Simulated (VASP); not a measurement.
The system is HgSe.

```xyz
2
Lattice="0.0000 3.0390 3.0390 3.0390 0.0000 3.0390 3.0390 3.0390 0.0000" Properties=species:S:1:pos:R:3 pbc="T T T"
Hg    0.0000    0.0000    0.0000
Se    4.5585    4.5585    4.5585
```

| Quantity | Value |
| --- | --- |
| Program | VASP 6.6.1 |
| Task | relaxation of cell and atoms |
| Functional | HSE06 |
| Potentials or basis | VASP PAW PBE potentials, release 64 (Hg, Se) |
| Cutoff | 600 eV |
| k mesh | 4 × 4 × 4 |
| Occupations | fermi-dirac, width 0.05 eV |
| Spin | no spin polarisation |

At the start: pressure 3.4 GPa; volume 28.07 Å³/atom.

Q: Where does the relaxation end?

A: Over 3 steps the energy falls by 17.2 meV/atom and the volume is 29.78 Å³/atom (+6.1 %); space group F-43m (No. 216, to 0.05 Å).

The path:
| step | energy change (eV) | largest force (eV/Å) | pressure (GPa) | volume (Å³) |
| --- | --- | --- | --- | --- |
| 1 | 0.0000 | 0.0000 | 3.39 | 56.13 |
| 2 | -0.0283 | 0.0000 | -1.19 | 61.10 |
| 3 | -0.0343 | 0.0000 | 0.00 | 59.55 |

Final structure:
```
Hg Se
1.0
     0.00000    3.09949    3.09949
     3.09949    0.00000    3.09949
     3.09949    3.09949    0.00000
Hg Se
1 1
Direct
  0.00000 0.00000 0.00000
  0.75000 0.75000 0.75000
```

Caveat: the k mesh is coarse (spacing up to 0.45 Å⁻¹), so the values aren't converged, least of all with exact exchange; the PAW data sets were made with another functional, which shifts forces and pressure a little.
